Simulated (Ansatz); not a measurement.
# Energy ranking of LiCl₂ structures

Level of theory: DFT PBE, scalar-relativistic, plane waves, PAW (Ansatz). Settings: cutoff 420 eV, Γ-centred meshes no coarser than 0.19 Å⁻¹ for metals and 0.3 Å⁻¹ for insulators (2π included), Gaussian smearing.

All energies are static (0 K, no zero-point motion). Only the structures computed here compete, so a lower one can exist. For metals, differences of a few meV/atom aren't resolved. No dispersion correction is applied, so the spacing between layers, chains or molecules is poorly fixed, and with it the volume and density (LiCl2 P4_2/mmc). No run is spin-polarised.

```json
{"#": "1", "started from": "quartz type, changed", "space group": "P3_121 (No. 152)", "atoms": "9", "V (Å³/atom)": "23.3", "ΔE (meV/atom)": "0", "gap on mesh (eV)": "0.00"}
{"#": "2", "started from": "sites of a reported VSi2 cell, changed", "space group": "P6_422 (No. 181)", "atoms": "9", "V (Å³/atom)": "22.3", "ΔE (meV/atom)": "166", "gap on mesh (eV)": "0.00"}
{"#": "3", "started from": "fluorite type", "space group": "Fm-3m (No. 225)", "atoms": "3", "V (Å³/atom)": "20.9", "ΔE (meV/atom)": "229", "gap on mesh (eV)": "0.00"}
{"#": "4", "started from": "a random cell", "space group": "P4_2/mmc (No. 131)", "atoms": "6", "V (Å³/atom)": "51.1", "ΔE (meV/atom)": "294", "gap on mesh (eV)": "0.00"}
```

The lowest structure: Space group P3_121 (No. 152), trigonal, a = 6.751 Å, c = 5.320 Å. Li has 4 Cl at 2.39–2.45 Å; Cl is coordinated by 2 Li at 2.39–2.45 Å and 2 Cl at 2.65–2.67 Å. Its energy against the elements is -1.12 eV/atom. The zero of energy is the lowest elemental structures computed at the same level (Cl₂ as a molecule); no fitted shifts are applied.

```
Li Cl
1.0
     6.75145    0.00000    0.00000
    -3.37573    5.84693    0.00000
     0.00000    0.00000    5.31967
Li Cl
3 6
Direct
  0.36078 0.00000 0.33333
  0.00000 0.36078 0.66667
  0.63922 0.63922 0.00000
  0.33612 0.33431 0.25064
  0.66569 0.00181 0.58397
  0.99819 0.66388 0.91731
  0.33431 0.33612 0.74936
  0.00181 0.66569 0.41603
  0.66388 0.99819 0.08269
```

The second: Space group P6_422 (No. 181), hexagonal, a = 7.133 Å, c = 4.561 Å. Around Li lie 4 Cl at 2.46 Å; Cl is coordinated by 2 Li at 2.46 Å and 2 Cl at 2.78 Å.

Task: Which structure would take over first under pressure, if all were incompressible?

Result: Number 3, Fm-3m (No. 225), has the least ΔE/ΔV: 229 meV/atom over 23.33 − 20.86 Å³/atom, about 15 GPa. This crude estimate ignores compression.